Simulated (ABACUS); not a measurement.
MoS2:

```
CELL_PARAMETERS angstrom
1.58000 0.91221 6.15000
-1.58000 0.91221 6.15000
0.00000 -1.82443 6.15000
ATOMIC_POSITIONS crystal
Mo 0.00000 0.00000 0.00000
S 0.41700 0.41700 0.41700
S 0.25000 0.25000 0.25000
```

Measurements of this composition are mostly on another form, of space group No. 194.

Base run:

```yaml
Program: ABACUS 3.10.1
Functional: PBEsol
Potentials_or_basis: SPMS ONCV 1.0 PBE
Cutoff: 1102 eV
Density_cutoff: 4408 eV
Basis: plane waves
k_mesh: 8 × 8 × 8
Occupations: fermi-dirac, width 0.05 eV
Spin: no spin polarisation
```

Its results: band gap on the k mesh 0.99 eV, indirect (least direct gap 2.04 eV); pressure 0.7 GPa; largest force 0.306 eV/Å.

Question: The run is repeated on the same cell with these changes: functional from PBEsol to LDA; potentials or basis from SPMS ONCV 1.0 PBE to PseudoDojo NC SR 0.4.1 LDA stringent. What comes out?

Answer: Band gap on the k mesh 0.96 eV, indirect (least direct gap 2.02 eV); pressure -2.2 GPa; largest force 0.109 eV/Å.

Caveats: the potentials were made for another functional, which shifts forces and pressure (some runs).

A k mesh can miss the band edges.

Not every run made on this cell is shown here.
